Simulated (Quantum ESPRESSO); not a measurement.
Crystal: LiCl.

```xyz
2
Lattice="0.0000 2.5648 2.5648 2.5648 0.0000 2.5648 2.5648 2.5648 0.0000" Properties=species:S:1:pos:R:3 pbc="T T T"
Cl    2.5648    2.5648    2.5648
Li    0.0000    0.0000    0.0000
```

Base run:

- Program: Quantum ESPRESSO 7.5
- Functional: PBE
- Potentials or basis: PseudoDojo 0.4.1 SR PBE standard
- Cutoff: 1007 eV
- Density cutoff: 4027 eV
- k mesh: 6 × 6 × 6, shifted
- Occupations: fermi-dirac, width 0.05 eV
- Spin: no spin polarisation

Its results: pressure 0.4 GPa; electronic dielectric tensor (diagonal) 2.96.

Question: After a change of settings the same cell gave: pressure 2.0 GPa; electronic dielectric tensor (diagonal) 2.92. Which change was it?
A. functional from PBE to WC
B. functional from PBE to AM05
C. functional from PBE to PBEsol; potentials or basis from PseudoDojo 0.4.1 SR PBE standard to PseudoDojo 0.4.1 SR PBEsol standard
D. functional from PBE to BLYP

Answer: D.

BLYP binds less tightly than PBE, so the same cell stands under more pressure.

Caveats: the potentials were made for another functional, which shifts forces and pressure (some runs).
